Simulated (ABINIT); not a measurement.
# TiAl (Pm-3m) in ABINIT: further runs

One crystal, TiAl, is run at these levels: PBEsol; tasks: relaxation of cell and atoms, single point.

Program: ABINIT 10.8.3 (patched build). These are calculated values, not measurements. Logs are shortened: lines on timing, memory, paths and dates and some standing lists are left out, and cuts for length are marked. The log counts tension as positive stress, the text compression.

### 1 The crystal as given

Symmetry: Pm-3m, No. 221, cubic system. Conventional cell: a = 3.179 Å, b = 3.179 Å, c = 3.179 Å, α = 90.00°, β = 90.00°, γ = 90.00°. Around Ti (site symmetry m-3m) lie 8 Al at 2.75 Å. Al (site symmetry m-3m) has 8 Ti at 2.75 Å as nearest neighbours.

The cell comes from a database or a generator and needn't be the stable form of this composition.

### 2 Relaxation of cell and atoms, PBEsol

The input, run.abi:

```
# Pseudopotentials
pp_dirpath "./"
pseudos "Ti.upf, Al.upf"

# Structure
acell 3*1.0 Angstrom
rprim
     3.1790640000     0.0000000000     0.0000000000
     0.0000000000     3.1790640000     0.0000000000
     0.0000000000     0.0000000000     3.1790640000
ntypat 2
znucl 22 13
natom 2
typat 1 2
chkprim 0
chksymtnons 0
tolsym 1.0e-6
xred
            0.0            0.0            0.0
            1/2            1/2            1/2

# Plane-wave basis
ecut 42.0
ecutsm 0.5

# k points
kptopt 1
ngkpt 6 6 6
nshiftk 1
shiftk 0.0 0.0 0.0

# Exchange and correlation
ixc -116133

# Bands and occupations
nband 12
occopt 3
tsmear 0.05 eV

# SCF cycle
nstep 80
tolvrs 1.0e-12

# Output
iomode 3
prteig 0
prtebands 0
prtwf 0
prtden 0

# Relaxation
ionmov 2
optcell 2
ntime 50
tolmxf 2.0e-5
dilatmx 1.08
```

Potentials or basis: PseudoDojo NC SR PBEsol v0.4.1 standard.

Started as:

```console
$ abinit run.abi > log 2>&1
```

run.abo:

```text
.Version 10.8.3 of ABINIT
 Symmetries : space group Pm -3 m (#221); Bravais cP (primitive cubic)
================================================================================
 Values of the parameters that define the memory need of the present run
     intxc =       0    ionmov =       2      iscf =       7    lmnmax =       6
     lnmax =       6     mgfft =      40  mpssoang =       3    mqgrid =    3001
     natom =       2  nloc_mem =       1    nspden =       1   nspinor =       1
    nsppol =       1      nsym =      48    n1xccc =    2501    ntypat =       2
    occopt =       3   xclevel =       2
       mpw =        3596          nfft =       64000          nkpt =          20
================================================================================
================================================================================

--------------------------------------------------------------------------------
------------- Echo of variables that govern the present computation ------------
--------------------------------------------------------------------------------
 -outvars: echo values of preprocessed input variables --------
            acell      1.8897261259E+00  1.8897261259E+00  1.8897261259E+00 Bohr
              amu      4.78800000E+01  2.69815390E+01
          chkprim           0
      chksymtnons           0
          dilatmx      1.08000000E+00
             ecut      4.20000000E+01 Hartree
           ecutsm      5.00000000E-01 Hartree
           ionmov           2
              ixc     -116133
         kptrlatt        6    0    0      0    6    0      0    0    6
          kptrlen      3.60453618E+01
            natom           2
            nband          12
            ngfft          40      40      40
             nkpt          20
            nstep          80
             nsym          48
            ntime          50
           ntypat           2
           occopt           3
          optcell           2
           prtden           0
        prtebands           0
           prteig           0
            prtwf           0
            rprim      3.1790640000E+00  0.0000000000E+00  0.0000000000E+00
                       0.0000000000E+00  3.1790640000E+00  0.0000000000E+00
                       0.0000000000E+00  0.0000000000E+00  3.1790640000E+00
          spgroup         221
           tolmxf      2.00000000E-05
           tolsym      1.00000000E-06
           tolvrs      1.00000000E-12
           tsmear      1.83746611E-03 Hartree
            typat      1  2
           xangst      0.0000000000E+00  0.0000000000E+00  0.0000000000E+00
                       1.5895320000E+00  1.5895320000E+00  1.5895320000E+00
            xcart      0.0000000000E+00  0.0000000000E+00  0.0000000000E+00
                       3.0037801484E+00  3.0037801484E+00  3.0037801484E+00
             xred      0.0000000000E+00  0.0000000000E+00  0.0000000000E+00
[... 47 lines left out ...]
--- Iteration: ( 1/50) Internal Cycle: (1/1)
--------------------------------------------------------------------------------

---SELF-CONSISTENT-FIELD CONVERGENCE--------------------------------------------
[... 385 lines left out ...]
 Difference of energy with previous step (new-old):
           Absolute (Ha)=-8.60916E-08
           Relative     =-1.39666E-09

 At Broyd/MD step   4, gradients are converged :
  max grad (force/stress) = 3.3272E-06 < tolmxf= 2.0000E-05 ha/bohr (free atoms)

================================================================================

 ----iterations are completed or convergence reached----

 Mean square residual over all n,k,spin=   22.071E-09; max=  20.500E-07
 reduced coordinates (array xred) for    2 atoms
       0.000000000000      0.000000000000      0.000000000000
       0.500000000000      0.500000000000      0.500000000000
 rms dE/dt=  0.0000E+00; max dE/dt=  0.0000E+00; dE/dt below (all hartree)
    1       0.000000000000      0.000000000000      0.000000000000
    2       0.000000000000      0.000000000000      0.000000000000

 cartesian coordinates (angstrom) at end:
    1      0.00000000000000     0.00000000000000     0.00000000000000
    2      1.57723190034534     1.57723190034534     1.57723190034534

 cartesian forces (hartree/bohr) at end:
    1     -0.00000000000000    -0.00000000000000    -0.00000000000000
    2     -0.00000000000000    -0.00000000000000    -0.00000000000000
 frms,max,avg= 0.0000000E+00 0.0000000E+00   0.000E+00  0.000E+00  0.000E+00 h/b

 cartesian forces (eV/Angstrom) at end:
    1     -0.00000000000000    -0.00000000000000    -0.00000000000000
    2     -0.00000000000000    -0.00000000000000    -0.00000000000000
 frms,max,avg= 0.0000000E+00 0.0000000E+00   0.000E+00  0.000E+00  0.000E+00 e/A
 length scales=  5.961072657396  5.961072657396  5.961072657396 bohr
              =  3.154463800691  3.154463800691  3.154463800691 angstroms
 Fermi (or HOMO) energy (hartree) =   0.35642   Average Vxc (hartree)=  -0.41031
 Eigenvalues (hartree) for nkpt=  20  k points:
 kpt#   1, nband= 12, wtk=  0.00463, kpt=  0.0000  0.0000  0.0000 (reduced coord)
  -1.72386   -0.85334   -0.85334   -0.85334    0.01154    0.30143    0.30143    0.42413
   0.42413    0.42413    0.52178    0.52178
      occupation numbers for kpt#   1
   2.00000    2.00000    2.00000    2.00000    2.00000    2.00000    2.00000    0.00000
   0.00000    0.00000    0.00000    0.00000
 prteigrs : prtvol=0 or 1, do not print more k-points.

--- !EnergyTerms
iteration_state     : {dtset: 1, itime: 4, icycle: 1, }
comment             : Components of total free energy in Hartree
kinetic             :  2.44858200162027E+01
hartree             :  1.56529578579416E+01
xc                  : -9.77363878304301E+00
Ewald energy        : -4.12548154057776E+01
psp_core            :  1.09437761659217E+00
local_psp           : -5.26757435420336E+01
non_local_psp       :  8.30629847901546E-01
internal            : -6.16404123922162E+01
'-kT*entropy'       : -7.10092205961077E-04
total_energy        : -6.16411224844222E+01
total_energy_eV     : -1.67734039255944E+03
band_energy         : -6.89483009235534E+00
...

 Cartesian components of stress tensor (hartree/bohr^3)
  sigma(1 1)=  3.32724639E-08  sigma(3 2)=  0.00000000E+00
  sigma(2 2)=  3.32724639E-08  sigma(3 1)=  0.00000000E+00
  sigma(3 3)=  3.32724639E-08  sigma(2 1)=  0.00000000E+00

-Cartesian components of stress tensor (GPa)         [Pressure= -9.7891E-04 GPa]
- sigma(1 1)=  9.78909685E-04  sigma(3 2)=  0.00000000E+00
- sigma(2 2)=  9.78909685E-04  sigma(3 1)=  0.00000000E+00
- sigma(3 3)=  9.78909685E-04  sigma(2 1)=  0.00000000E+00

== END DATASET(S) ==============================================================
================================================================================

 -outvars: echo values of variables after computation  --------
            acell      5.9610726574E+00  5.9610726574E+00  5.9610726574E+00 Bohr
           etotal     -6.1641122484E+01
            fcart     -0.0000000000E+00 -0.0000000000E+00 -0.0000000000E+00
                      -0.0000000000E+00 -0.0000000000E+00 -0.0000000000E+00
           strten      3.3272463897E-08  3.3272463904E-08  3.3272463905E-08
                       0.0000000000E+00  0.0000000000E+00  0.0000000000E+00
           xangst      0.0000000000E+00  0.0000000000E+00  0.0000000000E+00
                       1.5772319003E+00  1.5772319003E+00  1.5772319003E+00
             xred      0.0000000000E+00  0.0000000000E+00  0.0000000000E+00
                       5.0000000000E-01  5.0000000000E-01  5.0000000000E-01
 Calculation completed.
```

Run time: 57 s. Hardware: 1 thread of Intel Xeon 6975P-C (Granite Rapids), shared host; peak memory 0.08 GiB.

What came out:

```
Free energy                            : -1677.3404 eV
Relaxed volume                         : 15.69 Å³/atom
Relaxed cell                           : a = 3.154 Å, b = 3.154 Å, c = 3.154 Å, α = 90.00°, β = 90.00°, γ = 90.00°
Space group after relaxing (to 0.05 Å) : Pm-3m (No. 221)
Energy gained by relaxing              : 3.1 meV/atom
Ionic steps                            : 4
Pressure after relaxing                : 0.0 GPa
Band gap on the k mesh                 : none (metal or under the smearing width)
```

The path:
```
step  energy change (eV)  largest force (eV/Å)  pressure (GPa)  volume (Å³)
   1              0.0000                0.0000           -2.66        32.13
   2             -0.0036                0.0000           -1.76        31.87
   3             -0.0063                0.0000            0.05        31.37
   4             -0.0063                0.0000            0.00        31.39
```

Final structure:
```cif
data_structure
_symmetry_space_group_name_H-M 'P 1'
_symmetry_Int_Tables_number 1
_cell_length_a 3.1545
_cell_length_b 3.1545
_cell_length_c 3.1545
_cell_angle_alpha 90.000
_cell_angle_beta 90.000
_cell_angle_gamma 90.000
_cell_volume 31.39
loop_
_atom_site_label
_atom_site_type_symbol
_atom_site_fract_x
_atom_site_fract_y
_atom_site_fract_z
_atom_site_occupancy
Ti1 Ti 0.00000 0.00000 0.00000 1
Al1 Al 0.50000 0.50000 0.50000 1
```

### 3 Single point, PBEsol (cell relaxed)

The input, run.abi:

```
pp_dirpath "./"
pseudos "Ti.upf, Al.upf"

acell 3.1544638 3.1544638 3.1544638 Angstrom
rprim
     1.0000000000     0.0000000000     0.0000000000
     0.0000000000     1.0000000000     0.0000000000
     0.0000000000     0.0000000000     1.0000000000
ntypat 2
znucl 22 13
natom 2
typat 1 2
xred
     0.0000000000     0.0000000000     0.0000000000
     0.5000000000     0.5000000000     0.5000000000
chkprim 0
chksymtnons 0
tolsym 1.0e-6

ecut 1142.878222 eV

kptopt 1
ngkpt 6 6 6
nshiftk 1
shiftk 0.0 0.0 0.0

ixc -116133

nband 12
occopt 3
tsmear 0.00183747

nstep 100
tolvrs 1.0e-10

iomode 3
prtwf 0
prtden 0
prteig 0
prtebands 0
```

Potentials or basis: PseudoDojo NC SR PBEsol v0.4.1 standard.

Started as:

```console
$ abinit run.abi > log 2>&1
```

It took 12 s on 1 thread of Intel Xeon 6975P-C (Granite Rapids), shared host; peak memory 0.07 GiB.

Results (log left out):

```yaml
Free_energy: -1677.3404 eV
Pressure: 0.0 GPa
Band_gap_on_the_k_mesh: none (metal or under the smearing width)
Valence_electrons_inside_the_program's_atomic_spheres: Ti 9.53; Al 0.93
```

Levels at points of the mesh, in eV from the Fermi level:
| k point | band 5 | band 6 | band 7 | band 8 | band 9 | band 10 |
| --- | --- | --- | --- | --- | --- | --- |
| (0.00, 0.00, 0.00) | -9.38 | -1.50 | -1.50 | 1.84 | 1.84 | 1.84 |
| (0.50, 0.00, 0.00) | -6.07 | -5.28 | -0.57 | 0.13 | 0.13 | 2.06 |
| (0.50, 0.50, 0.00) | -5.09 | -2.12 | -2.12 | -1.51 | 0.70 | 0.70 |
| (0.50, 0.50, 0.50) | -3.19 | -3.19 | -3.19 | 0.76 | 2.92 | 2.94 |
